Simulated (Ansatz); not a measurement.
The elements of this relaxed trial crystal are hidden behind letters.

```
lattice vectors (Å)
   3.6577    0.0000    0.0000
  -1.8288    3.1676    0.0000
   0.0000    0.0000    6.9351
fractional positions
X 0.0000 0.0000 0.5000
X 0.0000 0.0000 0.0000
Z 0.3333 0.6667 0.0000
Z 0.6667 0.3333 0.0000
```

Computed with Ansatz, DFT PBE, scalar-relativistic, plane waves, PAW. Cutoff 420 eV, Γ-centred 12×12×8 mesh (4-atom cell), Gaussian smearing of 0.10 eV, no spin polarisation.

```
Space group                                : P6/mmm (No. 191)
Conventional cell                          : a = 3.658 Å, c = 6.935 Å
Volume per atom                            : 20.09 Å³
Density                                    : 1.67 g/cm³
Formation energy                           : −0.29 eV/atom
Gap on the 12×12×8 mesh of the 4-atom cell : 0 eV (a metal)
```

Energies are uncorrected and count from the elements' standard states at the same level.

Question: X is an s-block element of period 3 and Z is a p-block element of period 2. Which elements are they?

Answer: X = Mg, Z = O, so the formula is MgO. Density times volume gives a mean mass of 1.67 × 20.09/1.6605 = 20.2 u per atom, and this set has 20.2 u. Among the elements that the hints allow, noble gases aside, only these give it. Mg on its first site is surrounded by 8 Mg at 3.47–3.66 Å; Mg on its second site is surrounded by 6 O at 2.11 Å and 8 Mg at 3.47–3.66 Å; O is surrounded by 3 Mg at 2.11 Å and 3 O at 2.11 Å.

The cell is a metal run without spin; a magnetic state may lie lower. Symmetry constrained the relaxation, so the result can be a saddle point. Another cell of MgO relaxed alike, in P6_3/mmc (a Materials Project cell), lies 2.36 eV/atom lower, so this cell isn't the stable form at this level.
